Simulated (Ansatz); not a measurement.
# W: do energies and stresses tell the same story?

The calculation used DFT PBE, scalar-relativistic, plane waves, PAW (Ansatz).

Plane waves to 420 eV, a k mesh through Γ of 18×18×18 on the computed 1-atom cell and Gaussian smearing (0.10 eV); no spin polarisation.

Relaxed cell: Im-3m, a = 3.184 Å, b = 3.184 Å, c = 3.184 Å, α = 90.00°, β = 90.00°, γ = 90.00°, 1 atom in the primitive cell.

Energies at zero smearing and pressures from the stress tensor, at volumes with shape and atoms relaxed:
| V (Å³/atom) | E − E(first) (meV/atom) | P (GPa) |
| --- | --- | --- |
| 14.197 | 0.00 | 50.66 |
| 14.681 | -128.90 | 35.04 |
| 15.165 | -214.06 | 21.56 |
| 15.649 | -261.20 | 9.93 |
| 16.133 | -275.74 | 0.00 |
| 16.617 | -262.53 | -8.45 |
| 17.101 | -225.73 | -15.63 |
| 17.746 | -146.11 | -23.55 |

Problem. Check P = −dE/dV between neighbouring volumes, and get the bulk modulus from the pressures alone.

Solution. With 1 eV/Å³ = 160.2 GPa:
```csv
middle V (Å³/atom),−ΔE/ΔV (GPa),mean P (GPa)
14.439,42.670,42.850
14.923,28.192,28.302
15.407,15.606,15.749
15.891,4.813,4.969
16.375,-4.371,-4.222
16.859,-12.184,-12.037
17.423,-19.769,-19.589
```

The two differ by 0.18 GPa at most. The mean of two end pressures misses the average over a step by about ΔV² P″/12, up to 0.18 GPa here; with that taken off 0.06 GPa remains. The stress is the derivative of the free energy, not of the energy at zero smearing, and with free energies 0.02 GPa remains. Around V = 16.133 Å³/atom, the two neighbours give B = −V ΔP/ΔV = 16.133 × 18.38 / 0.968 = 306.4 GPa, against B0 = 304.4 GPa from the Birch–Murnaghan fit of the energies.

Spin–orbit coupling is left out, which can shift energies with elements as heavy as these.

Energies and stresses describe the same equation of state, and the small residual suggests that Pulay stress from the finite basis is minor. The mean pressure lies above the energy slope in every interval, as expected for a convex P(V) curve. The bulk modulus from the pressures, 306.4 GPa, exceeds the fitted 304.4 GPa probably for a related reason: the curve stiffens faster on compression than it softens on expansion, so a finite central difference overestimates the local slope.

The high stiffness is typical of a group 6 metal. With the d band about half full, bonding states are largely occupied and antibonding ones largely empty, which gives strong cohesion at a small atomic volume. Compression raises the kinetic energy and the overlap repulsion steeply, while expansion weakens the d–d overlap, hence the asymmetry of the pressures about equilibrium.

The agreement establishes internal consistency rather than accuracy, since an error of the functional would enter energy and stress alike.
